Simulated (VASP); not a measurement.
# Ti2Co (Fd-3m) in VASP: single point with r2SCAN

Aim: the single point of Ti2Co with r2SCAN.

All numbers are computed with VASP 6.6.1; they aren't measurements. Logs are shortened: lines on timing, memory, paths and dates and some standing lists are left out, and cuts for length are marked.

### Step 1. The structure

The structure is cubic, space group Fd-3m (No. 227). The conventional cell has a = 6.783 Å, b = 6.783 Å, c = 6.783 Å, α = 90.00°, β = 90.00°, γ = 90.00°. Co (site symmetry -43m) is surrounded by 12 Ti at 2.81 Å and 4 Co at 2.94 Å. Ti (site symmetry -3m) is surrounded by 6 Ti at 2.40 Å.

### Step 2. Single point, r2SCAN, collinear spin, twin_end start

The input, POSCAR:

```
Ti2Co
1.0
    0.0000000000      3.3915948300      3.3915948300
    3.3915948300      0.0000000000      3.3915948300
    3.3915948300      3.3915948300      0.0000000000
Co Ti
2 4
Direct
    0.0000000000      0.0000000000      0.0000000000
    0.2500000000      0.2500000000      0.2500000000
    0.6250000000      0.6250000000      0.6250000000
    0.1250000000      0.6250000000      0.6250000000
    0.6250000000      0.6250000000      0.1250000000
    0.6250000000      0.1250000000      0.6250000000
```

The input, INCAR.step1:

```
SYSTEM = Ti2Co
ALGO = Normal
EDIFF = 1E-4
ENCUT = 520
GGA = PE
ISMEAR = 0
ISPIN = 2
LASPH = .TRUE.
LCHARG = .FALSE.
LMAXMIX = 4
LREAL = .FALSE.
LWAVE = .TRUE.
MAGMOM = 1.61 1.61 0.3 0.3 0.3 0.3
NBANDS = 46
NELM = 150
PREC = Accurate
SIGMA = 0.0991
```

The input, INCAR.step2:

```
SYSTEM = Ti2Co
ALGO = Normal
EDIFF = 1E-7
ENCUT = 520
ISIF = 2
ISMEAR = 0
ISPIN = 2
ISTART = 1
LASPH = .TRUE.
LCHARG = .TRUE.
LELF = .TRUE.
LMAXMIX = 4
LMIXTAU = .TRUE.
LORBIT = 11
LREAL = .FALSE.
LVHAR = .TRUE.
LWAVE = .FALSE.
MAGMOM = 1.61 1.61 0.3 0.3 0.3 0.3
METAGGA = R2SCAN
NBANDS = 46
NELM = 150
PREC = Accurate
SIGMA = 0.0991
```

The input, KPOINTS:

```
k-points
0
G
  6 6 6
  0 0 0
```

Potentials or basis: VASP PAW PBE potentials, release 64 (Co, Ti_sv).

On the command line:

```bash
> cat potpaw_PBE.64/Co/POTCAR potpaw_PBE.64/Ti_sv/POTCAR > POTCAR
> cp INCAR.step1 INCAR
> mpirun -np 1 vasp_std > vasp.out
> cp INCAR.step2 INCAR
> mpirun -np 1 vasp_std > vasp.out
```

OUTCAR:

```text
SYSTEM = Ti2Co
   EDIFF = 1E-7
   ENCUT = 520
   ISIF = 2
   ISMEAR = 0
   ISPIN = 2
   ISTART = 1
   LASPH = .TRUE.
   LORBIT = 11
   LREAL = .FALSE.
   METAGGA = R2SCAN
   NELM = 150
   PREC = Accurate

 ion  position               nearest neighbor table
   1  0.000  0.000  0.000-   4 2.81   6 2.81   6 2.81   3 2.81   4 2.81   5 2.81   3 2.81   3 2.81
                             5 2.81   4 2.81   5 2.81   6 2.81   2 2.94   2 2.94   2 2.94   2 2.94
   2  0.250  0.250  0.250-   4 2.81   6 2.81   6 2.81   3 2.81   4 2.81   5 2.81   3 2.81   4 2.81
                             5 2.81   3 2.81   5 2.81   6 2.81   1 2.94   1 2.94   1 2.94   1 2.94
   3  0.625  0.625  0.625-   4 2.40   5 2.40   6 2.40   5 2.40   6 2.40   4 2.40   1 2.81   2 2.81
                             1 2.81   2 2.81   1 2.81   2 2.81
   4  0.125  0.625  0.625-   3 2.40   5 2.40   6 2.40   3 2.40   5 2.40   6 2.40   1 2.81   2 2.81
                             2 2.81   1 2.81   2 2.81   1 2.81
   5  0.625  0.625  0.125-   3 2.40   3 2.40   4 2.40   6 2.40   6 2.40   4 2.40   1 2.81   2 2.81
                             1 2.81   2 2.81   1 2.81   2 2.81
   6  0.625  0.125  0.625-   3 2.40   5 2.40   3 2.40   4 2.40   5 2.40   4 2.40   1 2.81   2 2.81
                             1 2.81   2 2.81   1 2.81   2 2.81

  LATTYP: Found a face centered cubic cell.
 ALAT       =     6.7831896600

  Lattice vectors:

 A1 = (   0.0000000000,   3.3915948300,   3.3915948300)
 A2 = (   3.3915948300,   0.0000000000,   3.3915948300)
 A3 = (   3.3915948300,   3.3915948300,   0.0000000000)

Analysis of symmetry for initial positions (statically):
=====================================================================
 Subroutine PRICEL returns:
 Original cell was already a primitive cell.

 Routine SETGRP: Setting up the symmetry group for a
 face centered cubic supercell.

 Subroutine GETGRP returns: Found 48 space group operations
 (whereof 24 operations were pure point group operations)
 out of a pool of 48 trial point group operations.

The static configuration has the point symmetry T_d .
 The point group associated with its full space group is O_h .

Analysis of symmetry for dynamics (positions and initial velocities):
=====================================================================
 Subroutine PRICEL returns:
 Original cell was already a primitive cell.

 Routine SETGRP: Setting up the symmetry group for a
 face centered cubic supercell.

 Subroutine GETGRP returns: Found 48 space group operations
 (whereof 24 operations were pure point group operations)
 out of a pool of 48 trial point group operations.

The dynamic configuration has the point symmetry T_d .
 The point group associated with its full space group is O_h .

Analysis of structural, dynamic, and magnetic symmetry:
=====================================================================
 Subroutine PRICEL returns:
 Original cell was already a primitive cell.

 Routine SETGRP: Setting up the symmetry group for a
 face centered cubic supercell.

 Subroutine GETGRP returns: Found 48 space group operations
 (whereof 24 operations were pure point group operations)
 out of a pool of 48 trial point group operations.

The overall configuration has the point symmetry T_d .
 The point group associated with its full space group is O_h .

 Subroutine INISYM returns: Found 48 space group operations
 (whereof 24 operations are pure point group operations),
 and found     1 'primitive' translations

----------------------------------------------------------------------------------------

                                     Primitive cell

  volume of cell :      78.0265

  direct lattice vectors                    reciprocal lattice vectors
     0.000000000  3.391594830  3.391594830    -0.147423270  0.147423270  0.147423270
     3.391594830  0.000000000  3.391594830     0.147423270 -0.147423270  0.147423270
     3.391594830  3.391594830  0.000000000     0.147423270  0.147423270 -0.147423270

  length of vectors
     4.796439407  4.796439407  4.796439407     0.255344594  0.255344594  0.255344594

  position of ions in fractional coordinates (direct lattice)
     0.000000000  0.000000000  0.000000000
     0.250000000  0.250000000  0.250000000
[... 57 lines left out ...]
 -0.333333  0.500000  0.166667     12.000000
   k-points           NKPTS =     16   k-points in BZ     NKDIM =     16   number of bands    NBANDS=     46
   number of dos      NEDOS =    301   number of ions     NIONS =      6
   total plane-waves  NPLWV =  46656
   dimension x,y,z NGX =    36 NGY =   36 NGZ =   36
   dimension x,y,z NGXF=    72 NGYF=   72 NGZF=   72
   ions per type =               2   4
   NGX,Y,Z   is equivalent  to a cutoff of  12.48, 12.48, 12.48 a.u.
   NGXF,Y,Z  is equivalent  to a cutoff of  24.96, 24.96, 24.96 a.u.
 SYSTEM =  Ti2Co
   PREC   = accura    normal or accurate (medium, high low for compatibility)
   ISTART =      1    job   : 0-new  1-cont  2-samecut
   ICHARG =      0    charge: 1-file 2-atom 10-const
   ISPIN  =      2    spin polarized calculation?
   LNONCOLLINEAR =      F non collinear calculations
   LSORBIT =      F    spin-orbit coupling
   LASPH  =      T    aspherical Exc in radial PAW
   ENCUT  =  520.0 eV  38.22 Ry    6.18 a.u.   8.92  8.92  8.92*2*pi/ulx,y,z
   NELM   =    150;   NELMIN=  2; NELMDL=  0     # of ELM steps
   EDIFF  = 0.1E-06   stopping-criterion for ELM
   LREAL  =      F    real-space projection
   EDIFFG = 0.1E-05   stopping-criterion for IOM
   NSW    =      0    number of steps for IOM
   IBRION =     -1    ionic relax: 0-MD 1-quasi-New 2-CG
   NFREE  =      0    steps in history (QN), initial steepest desc. (CG)
   ISIF   =      2    stress and relaxation
   ISYM   =      2    0-nonsym 1-usesym 2-fastsym
   POTIM  = 0.5000    time-step for ionic-motion
   TEBEG  =    0.0;   TEEND  =   0.0 temperature during run
   PSTRESS=    0.0 pullay stress
   NELECT =      66.0000    total number of electrons
   NUPDOWN=      -1.0000    fix difference up-down
   EMIN   =  10.00;   EMAX   =-10.00  energy-range for DOS
   EFERMI =   0.00;   METHOD = LEGACY
   ISMEAR =     0;   SIGMA  =   0.10  broadening in eV -4-tet -1-fermi 0-gaus
   EFERMI_NEDOS =   21; number of points for ismear=-14 and -15
   IALGO  =     38    algorithm
   IMIX   =      4    mixing-type and parameters
     AMIX     =   0.40;   BMIX     =  1.00
     AMIX_MAG =   1.60;   BMIX_MAG =  1.00
  volume/ion in A,a.u.               =      13.00        87.76
  Fermi-wavevector in a.u.,A,eV,Ry     =   1.548254  2.925776 32.614391  2.397090
  Thomas-Fermi vector in A             =   2.653231
   LORBIT       =     11    0 simple, 1 ext, 2 COOP (PROOUT), +10 PAW based schemes
   METAGGA = R2SCAN    functional components
   LHFCALC =     F    Hartree Fock is set to
   AEXX    =    0.0000 exact exchange contribution
   IVDW    =     0    specifies the selected vdW correction
   LEPSILON=     F    determine dielectric tensor
   LRPA    =     F    only Hartree local field effects (RPA)
 spin polarized calculation
 Gauss-broadening in eV      SIGMA  =   0.10
  energy-cutoff  :      520.00
  volume of cell :       78.03
 maximum number of plane-waves:      2126
   NGX = 17   NGY = 17   NGZ = 17

 number of electron      66.0000034 magnetization       1.4935689

 Free energy of the ion-electron system (eV)
  ---------------------------------------------------
  ext. energy  EPLUGINS =         0.00000000
  ---------------------------------------------------
  free energy    TOTEN  =       -74.22305524 eV

  energy without entropy =      -74.18087354  energy(sigma->0) =      -74.20196439

 E-fermi :   9.9928     XC(G=0): -13.7691

 val. band max:        9.9880450307   @ k =   0.3333   0.3333   0.0000
 cond. band min:      10.0010232342   @ k =   0.5000   0.3333   0.1667
 fundamental gap:      0.0129782034
 Fermi energy:         9.9928190793

 spin component 1

 k-point     1 :       0.0000    0.0000    0.0000
  band No.  band energies     occupation
      1     -49.0790      1.00000
      2     -48.3927      1.00000
      3     -48.3927      1.00000
      4     -48.3927      1.00000
      5     -26.1050      1.00000
      6     -24.6715      1.00000
[... 757 lines left out ...]
     44      12.7191      0.00000
     45      13.8973      0.00000
 Fermi energy:         9.9928190793

 spin component 2

 k-point     1 :       0.0000    0.0000    0.0000
  band No.  band energies     occupation
      1     -48.5508      1.00000
      2     -47.8770      1.00000
      3     -47.8770      1.00000
      4     -47.8770      1.00000
      5     -25.5693      1.00000
      6     -24.1152      1.00000
[... 757 lines left out ...]
     44      13.0601      0.00000
     45      14.2154      0.00000
 [bands above 45 left out]

------------------------ aborting loop because EDIFF is reached ----------------------------------------

  FORCE on cell =-STRESS in cart. coord.  units (eV):
  Direction    XX          YY          ZZ          XY          YZ          ZX
  --------------------------------------------------------------------------------------
  -------------------------------------------------------------------------------------
  Total        8.7412420      8.7412420      8.7412420     -0.0000000     -0.0000000      0.0000000
  in kB      179.4906529    179.4906529    179.4906529     -0.0000000     -0.0000000      0.0000000
  external PRESSURE =     179.4906529 kB  Pullay stress =       0.0000000 kB

 VOLUME and BASIS-vectors are now :
 -----------------------------------------------------------------------------
  energy-cutoff  :      520.00
  volume of cell :       78.03
      direct lattice vectors                 reciprocal lattice vectors
     0.000000000  3.391594830  3.391594830    -0.147423270  0.147423270  0.147423270
     3.391594830  0.000000000  3.391594830     0.147423270 -0.147423270  0.147423270
     3.391594830  3.391594830  0.000000000     0.147423270  0.147423270 -0.147423270

 POSITION                                       TOTAL-FORCE (eV/Angst)
 -----------------------------------------------------------------------------------
      0.00000      0.00000      0.00000         0.000000      0.000000      0.000000
      1.69580      1.69580      1.69580        -0.000000     -0.000000     -0.000000
      4.23949      4.23949      4.23949         0.000000     -0.000000      0.000000
      4.23949      2.54370      2.54370         0.000000     -0.000000      0.000000
      2.54370      2.54370      4.23949         0.000000     -0.000000      0.000000
      2.54370      4.23949      2.54370         0.000000     -0.000000      0.000000
 -----------------------------------------------------------------------------------
    total drift:                                0.000000      0.000000      0.000000

  FREE ENERGIE OF THE ION-ELECTRON SYSTEM (eV)
  ---------------------------------------------------
  free  energy   TOTEN  =       -74.2230552392 eV

  energy  without entropy=      -74.1808735394  energy(sigma->0) =      -74.20196439

 total charge

# of ion       s       p       d       tot
------------------------------------------
    1        0.467   0.485   7.210   8.162
    2        0.467   0.485   7.210   8.162
    3        2.294   6.163   2.250  10.707
    4        2.294   6.163   2.250  10.707
    5        2.294   6.163   2.250  10.707
    6        2.294   6.163   2.250  10.707
--------------------------------------------------
tot         10.111  25.621  23.421  59.154

 magnetization (x)

# of ion       s       p       d       tot
------------------------------------------
    1       -0.009   0.002  -0.341  -0.348
    2       -0.009   0.002  -0.341  -0.348
    3        0.016   0.023   0.437   0.475
    4        0.016   0.023   0.437   0.475
    5        0.016   0.023   0.437   0.475
    6        0.016   0.023   0.437   0.475
--------------------------------------------------
tot          0.046   0.094   1.065   1.206
```

Wall time 16 min (1 thread of AMD EPYC 9R45 (Zen 5), shared host); peak memory 0.29 GiB.

What came out:

- Free energy: -74.2231 eV
- Pressure: 17.9 GPa
- Band gap on the k mesh: none (metal or under the smearing width)
- Net moment: 1.49 μB per cell
- Site moments: Co -0.35; Ti +0.47 μB
- Valence electrons inside the program's atomic spheres: Co 8.16; Ti 10.71

Levels at points of the mesh, in eV from the Fermi level:
Spin up:
```tsv
k point	band 31	band 32	band 33	band 34	band 35	band 36	band 37	band 38
(0.00, 0.00, 0.00)	-0.93	-0.16	-0.16	0.02	0.02	0.02	3.81	3.81
(0.50, 0.00, 0.00)	-0.76	-0.40	-0.40	-0.19	0.84	1.09	1.09	1.34
(0.50, 0.50, 0.00)	-0.26	-0.26	-0.02	-0.02	0.63	0.63	1.29	1.29
```
Spin down:
| k point | band 30 | band 31 | band 32 | band 33 | band 34 | band 35 |
| --- | --- | --- | --- | --- | --- | --- |
| (0.00, 0.00, 0.00) | -1.07 | -1.07 | 0.20 | 0.20 | 0.20 | 0.37 |
| (0.50, 0.00, 0.00) | -0.58 | -0.26 | -0.26 | -0.12 | -0.12 | 1.02 |
| (0.50, 0.50, 0.00) | -0.67 | -0.57 | -0.57 | 0.63 | 0.63 | 0.65 |

Caveat: so large a pressure means that the cell lies far from this level's equilibrium, or that cutoff or potentials fall short; the potentials were made for another functional, which shifts forces and pressure.
